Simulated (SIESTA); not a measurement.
## AlN in SIESTA: the effect of strain zz

AlN:

```
Al N
1.0
     3.11300    0.00000    0.00000
    -1.55650    2.69594    0.00000
     0.00000    0.00000    4.78176
Al N
2 2
Direct
  0.66667 0.33333 0.50000
  0.33333 0.66667 0.00000
  0.66667 0.33333 0.88000
  0.33333 0.66667 0.38000
```

The cell isn't the ideal one: cell strained along z.

Alike in all runs:

```yaml
Program: SIESTA 5.4.2
Task: single point
Functional: PBE
Potentials_or_basis: PseudoDojo 0.4 standard (PBE files)
Basis: DZP (energy shift 0.003 Ry)
Grid_cutoff: 800 Ry
Energy_shift: 0.003 Ry
k_mesh: 10 × 10 × 6
Occupations: fermi-dirac, width 0.05 eV
Spin: no spin polarisation
```

```csv
strain zz,gap on the mesh (eV),pressure (GPa)
-0.04,?,?
-0.02,4.48,9.6
-0.01,4.41,7.3
0,4.34,5.1
0.01,4.27,3.1
0.02,4.20,1.3
0.04,4.05,-2.1
```

Q: What does the run with strain zz -0.04 give?

A: gap on the mesh 4.60 eV; pressure 14.8 GPa.

Worked out: A straight line through the other rows of the gap on the mesh, of slope -7.14 eV per unit of strain zz, extrapolates to 4.62 eV, against the run's 4.60. A parabola through the other rows of the pressure, of slope -265 GPa per unit of strain zz there, extrapolates to 14.6 GPa, against the run's 14.8.

Caveats: the basis of atomic orbitals isn't converged, which shifts pressures, moduli and gaps.

A k mesh can miss the band edges.
